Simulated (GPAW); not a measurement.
Crystal: ZnCu2SnS4.

```
Sn Zn Cu S
1.0
    -2.71710    2.71710    5.42480
     2.71710   -2.71710    5.42480
     2.71710    2.71710   -5.42480
Sn Zn Cu S
1 1 2 4
Direct
  0.50000 0.50000 0.00000
  0.25000 0.75000 0.50000
  0.75000 0.25000 0.50000
  0.00000 0.00000 0.00000
  0.62799 0.62839 0.51280
  0.88481 0.37201 0.00040
  0.11559 0.11519 0.48720
  0.37161 0.88441 0.99960
```

Program: GPAW 26.7.0. Alike in all runs: task optical spectrum; potentials or basis GPAW PAW data sets (gpaw-data 1.2.1), pw; no spin polarisation; cell as given; k mesh 5 × 5 × 5; cutoff (eV) 450; smearing fermi-dirac 0.001 eV.

**Question.** Order these runs on this cell by their band gap on the k mesh, lowest first.
A. level PBE+U; U Cu d U = 4.0 eV
B. level PBE+U; U Cu d U = 2.0 eV
C. level PBE+U; U Cu d U = 6.0 eV
D. level PBE+U; U Cu d U = 8.0 eV
E. level PBE

**Answer.** E (0.30 eV), B (0.47 eV), A (0.65 eV), C (0.81 eV), D (0.96 eV).

Caveats: with so narrow a direct gap the onset needs a denser k mesh; the long-wavelength limit can be off by several per cent where d states take part; spin-orbit coupling is left out, which moves the levels of the heavy elements; response on these states lacks terms of the Hamiltonian (some runs).

A k mesh can miss the band edges.

Not every run made on this cell is shown here.
